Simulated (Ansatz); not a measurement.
The system is Te2Pt (Moncheite).

```xyz
3
Lattice="4.0100 0.0000 0.0000 -2.0050 3.4728 0.0000 0.0000 0.0000 5.2010" Properties=species:S:1:pos:R:3 pbc="T T T"
Pt    0.0000    0.0000    0.0000
Te    2.0050    1.1576    3.9007
Te    0.0000    2.3152    1.3002
```

Base run:

* Program: Ansatz 0.2.0
* Functional: LDA
* Potentials or basis: Ansatz PAW
* Cutoff: 420 eV (not typed: the program's choice for these potentials)
* k mesh: 8 × 8 × 5
* Occupations: fermi-dirac, width 0.05 eV
* Spin: no spin polarisation

Its results: band gap on the k mesh none (metal or under the smearing width); pressure 1.9 GPa; largest force 0.591 eV/Å.

Problem. The run is repeated on the same cell with these changes: functional from LDA to PBEsol. What comes out?

Solution. Band gap on the k mesh none (metal or under the smearing width); pressure 4.1 GPa; largest force 0.740 eV/Å.

PBEsol binds less tightly than LDA, so the same cell stands under more pressure.

Caveats: spin-orbit coupling is left out, which moves the levels of the heavy elements; the PAW data sets come from PBE, with cores solved anew for the run's functional, which leaves a small shift of forces and pressure.
